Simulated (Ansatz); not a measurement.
**PbTe: moving Te off its site**

PbTe, Fm-3m, a = 6.454 Å (as given, not relaxed at this level: -0.2 GPa). Ansatz: PBEsol, PAW, 420 eV, Γ-centred 8×8×8 mesh on 2 atoms, Gaussian smearing 0.05 eV; no spin polarisation.

```
CELL_PARAMETERS angstrom
0.00000 3.22700 3.22700
3.22700 0.00000 3.22700
3.22700 3.22700 0.00000
ATOMIC_POSITIONS crystal
Te 0.50000 0.50000 0.50000
Pb 0.00000 0.00000 0.00000
```

Atom 1 (Te) moves by x along the unit vector (0.000, -0.707, -0.707), with its periodic images; all else is held. y is the free energy of the cell over the start, F the force along the path summed over the moved atoms. Symmetry makes y even in x.

```tsv
x (Å)	y (meV)	F (eV/Å)
-0.1000	2.50	0.06
-0.0500	0.56	0.02
0.0000	0.00	0.00
0.0125	0.03	-0.01
0.0250	0.14	-0.01
0.0375	0.31	-0.02
0.0625	0.90	-0.03
0.0750	?	?
0.0875	1.86	-0.05
```

Problem. Fit y = c2 x² + c4 x⁴ to the energies of the other rows, give the force constant, and predict energy and force of the missing row.

Solution. Least squares on the rows shown. y = 217.3 x² + 3289 x⁴. The force constant is 2 c2 = 0.435 eV/Å² (for all images moving together, not for a lone atom). With two atoms in a cubic cell this is the optical mode at Γ without the LO field: ω = 521.5 √(2 c2/μ) = 39 cm⁻¹ for μ = 78.97 u. The force −dy/dx at the missing row is -0.04 eV/Å (computed -0.04). At x = 0.0750 the fit asked for gives 1.33 meV. The run gave 1.33 meV, the same to the digits shown.

Spin–orbit coupling is left out, which can shift energies with elements as heavy as these.